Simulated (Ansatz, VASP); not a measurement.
## BiTe in VASP and in Ansatz

```
Bi Te
1.0
     0.00000    3.25119    3.25119
     3.25119    0.00000    3.25119
     3.25119    3.25119    0.00000
Bi Te
1 1
Direct
  0.00000 0.00000 0.00000
  0.50000 0.50000 0.50000
```

Alike in both runs: functional PBE; k mesh 12 × 12 × 12; occupations gaussian, width 0.1 eV; no spin polarisation.

Ansatz relaxed the structure, and its values are those at the end. VASP's run is a single point on that final structure, the one shown.

```csv
,VASP,Ansatz
version,VASP 6.6.1,Ansatz 0.2.0
potentials or method,"VASP PAW PBE potentials, release 64 (Bi_d, Te)","scalar-relativistic, plane waves, PAW"
plane-wave cutoff (eV),520,420
valence electrons in the cell,21,31
```

```csv
,VASP,Ansatz,Ansatz less VASP
gap on the k mesh at the Fermi level (eV),none,none,-
pressure (GPa),-0.1,0.0,+0.05
```

A gap of «none» marks a metal or a gap that the smearing closes. The two sets of potentials don't hold the same shells in valence.

Caveats: spin-orbit coupling is left out, which moves the levels of the heavy elements.
